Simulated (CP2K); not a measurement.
SrO:

```
Sr O
1.0
     3.62930    0.00000    0.00000
     1.81465    3.14306    0.00000
     1.81465    1.04769    2.96331
Sr O
1 1
Cartesian
  3.6293 2.0954 1.4817
  0.0000 0.0000 0.0000
```

Base run:

| Property | Result |
| --- | --- |
| Program | CP2K 2026.2 |
| Functional | PBE |
| Potentials or basis | POTENTIAL_UZH Sr GTH-PBE-q10, O GTH-PBE-q6; TZVP-MOLOPT-PBE-GTH basis |
| Density cutoff | 12245 eV |
| k mesh | 9 × 9 × 9 |
| Occupations | fermi-dirac, width 0.05 eV |
| Spin | no spin polarisation |

Its results: band gap on the k mesh 3.52 eV, indirect (least direct gap 3.61 eV); pressure 4.7 GPa.

The run is repeated on the same cell with these changes: functional from PBE to OLYP. What comes out?

Band gap on the k mesh 3.78 eV, indirect (least direct gap 3.87 eV); pressure 6.9 GPa.

OLYP binds less tightly than PBE, so the same cell stands under more pressure.

Caveats: an odd mesh through Γ misses points on the zone boundary, where band edges often lie; the basis of atomic orbitals isn't converged, which shifts pressures, moduli and gaps; the potentials were made for another functional, which shifts forces and pressure (some runs).

Not every run made on this cell is shown here.
